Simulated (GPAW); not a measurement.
Runs of GPAW 26.7.0 on CdS (Greenockite). The structure is hexagonal, space group P6_3mc (No. 186). The conventional cell has a = 4.150 Å, b = 4.150 Å, c = 6.737 Å, α = 90.00°, β = 90.00°, γ = 120.00°. Around Cd (site symmetry 3m) lie 4 S at 2.53 to 2.54 Å. S (site symmetry 3m) has 4 Cd at 2.53 to 2.54 Å as nearest neighbours. 

```csv
level,potentials or basis,k mesh,band points,data set,eigensolver,gap on the mesh (eV),pressure (GPa),largest force (eV/Å)
PBE,"JTH PAW 2.0, PBE, pw",7 × 7 × 4,60,"Cd jth, S jth",-,(b),1.9,0.07
TPSS,"GPAW PAW data sets (gpaw-data 1.2.1), pw",6 × 6 × 3,100,-,davidson,1.38,1.6,0.08
PBE,"GPAW PAW data sets (gpaw-data 1.2.1), pw",7 × 7 × 4,60,-,-,1.18,1.8,0.07
AM05,"PAW data sets generated in the run's folder for this functional, pw",6 × 6 × 3,100,-,-,(a),-0.7,0.06
LDA,"the program's PAW data sets (release 1.2.1) made for this functional, pw",6 × 6 × 3,100,-,-,0.89,-3.3,0.06
vdW-DF2,"GPAW PAW data sets (gpaw-data 1.2.1), pw",6 × 6 × 3,100,-,-,1.04,-,0.07
PBE,"PAW data sets generated in the run's folder for this functional, pw",7 × 7 × 4,60,-,-,1.18,1.8,0.07
revPBE,"the program's PAW data sets (release 1.2.1) made for this functional, pw",6 × 6 × 3,100,-,-,1.32,3.4,0.07
```

Alike in all rows: task band structure; no spin polarisation; cell as given; cutoff (eV) 600; smearing fermi-dirac 0.05 eV.

Q: Fill in the values left out.

A: (a) 1.16; (b) 1.19.

Caveats: the PAW data sets were made with another functional, which shifts forces and pressure a little (some runs); the program truncates these outside data sets (some runs).

A k mesh can miss the band edges, and the runs leave out spin-orbit coupling on Cd.
